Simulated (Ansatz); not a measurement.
The cell is SrTiO3 (Pm-3m) from a database structure; cell and atoms were relaxed with r2SCAN. The symmetry is Pm-3m (No. 221, cubic); conventional cell a = 3.907 Å, 11.93 Å³ an atom. Sr has 12 O at 2.76 Å; Ti has 6 O at 1.95 Å; O has 2 Ti at 1.95 Å and 4 Sr at 2.76 Å.

```cif
data_structure
_symmetry_space_group_name_H-M 'Pm-3m'
_symmetry_Int_Tables_number 221
_cell_length_a 3.9069
_cell_length_b 3.9069
_cell_length_c 3.9069
_cell_angle_alpha 90.000
_cell_angle_beta 90.000
_cell_angle_gamma 90.000
_cell_volume 59.63
loop_
_atom_site_label
_atom_site_type_symbol
_atom_site_symmetry_multiplicity
_atom_site_Wyckoff_symbol
_atom_site_fract_x
_atom_site_fract_y
_atom_site_fract_z
_atom_site_occupancy
Sr1 Sr 1 a 0.00000 0.00000 0.00000 1
Ti1 Ti 1 b 0.50000 0.50000 0.50000 1
O1 O 3 c 0.50000 0.00000 0.50000 1
```

3 runs of Ansatz 0.2.0 on this cell differ in the functional (and in the settings that go with it). Levels are in eV from each run's valence top; v1 is the last filled band, c1 the first empty one.

Run A, mean stress -4.0 GPa (compression positive):
```tsv
point	v4	v3	v2	v1	c1	c2
Γ	-1.28	-0.37	-0.37	-0.37	4.38	4.38
X	-2.51	-2.10	-0.80	-0.80	4.56	6.49
M	-1.98	-1.72	-1.72	-0.09	6.51	6.51
```

Run B, mean stress -1.7 GPa (compression positive):
```tsv
point	v4	v3	v2	v1	c1	c2
Γ	-1.26	-0.38	-0.38	-0.38	3.32	3.32
X	-2.50	-2.07	-0.79	-0.79	3.51	5.43
M	-1.95	-1.69	-1.69	-0.09	5.45	5.45
```

Run C, mean stress +4.1 GPa (compression positive):
```tsv
point	v4	v3	v2	v1	c1	c2
Γ	-1.17	-0.35	-0.35	-0.35	1.88	1.88
X	-2.34	-1.97	-0.72	-0.72	2.05	3.80
M	-1.71	-1.56	-1.56	-0.09	3.81	3.81
```

**Question.** Match the runs to PBE, HSE06, r2SCAN0.

**Answer.** A is r2SCAN0, B is HSE06, C is PBE. In order of the gap: PBE 1.88, HSE06 3.32, r2SCAN0 4.38 eV.

Calculated for a static, non-magnetic cell.

The stress of a hybrid is loosely converged in these runs.

The meshes of the hybrids are coarse, so their gaps aren't converged to the digits shown.
